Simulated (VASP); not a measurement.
Here is a VASP 6.6.1 calculation.

INCAR

```
SYSTEM = Cu3Au
PREC = Accurate
ENCUT = 600
EDIFF = 1E-6
ISMEAR = -1
SIGMA = 0.05
LREAL = .False.
LASPH = .True.
NELM = 80
ALGO = Fast
ISIF = 3
LWAVE = .False.
LCHARG = .False.
GGA = RE
IBRION = 2
NSW = 40
EDIFFG = -0.005
```

File KPOINTS:

```
regular mesh
0
Gamma
  7 7 7
  0 0 0
```

The input POSCAR:

```
Cu3Au
1.0
    3.7400000000      0.0000000000      0.0000000000
    0.0000000000      3.7400000000      0.0000000000
    0.0000000000      0.0000000000      3.7400000000
Au Cu
1 3
Direct
    0.0000000000      0.0000000000      0.0000000000
    0.5000000000      0.5000000000      0.0000000000
    0.5000000000      0.0000000000      0.5000000000
    0.0000000000      0.5000000000      0.5000000000
```

Potentials or basis: VASP PAW PBE potentials, release 64 (Au, Cu).

The run is started by

```console
$ cat potpaw_PBE.64/Au/POTCAR potpaw_PBE.64/Cu/POTCAR > POTCAR
$ mpirun -np 1 vasp_std > vasp.out
```

Question: Predict the relaxed volume.

Answer: 13.85 Å³/atom.

Question: Estimate the space group after relaxing (to 0.05 Å).

Answer: Pm-3m (No. 221).

Question: Estimate the relaxed cell.

Answer: a = 3.812 Å, b = 3.812 Å, c = 3.812 Å, α = 90.00°, β = 90.00°, γ = 90.00°.

Question: What does it give for the band gap on the k mesh?

Answer: None (metal or under the smearing width).

Final structure:
```
Au Cu
1.0
     3.81216    0.00000    0.00000
     0.00000    3.81216    0.00000
     0.00000    0.00000    3.81216
Au Cu
1 3
Direct
  0.00000 0.00000 0.00000
  0.50000 0.50000 0.00000
  0.50000 0.00000 0.50000
  0.00000 0.50000 0.50000
```

Caveat: the PAW data sets were made with another functional, which shifts forces and pressure a little. Zero-point motion and thermal expansion aren't in these numbers.
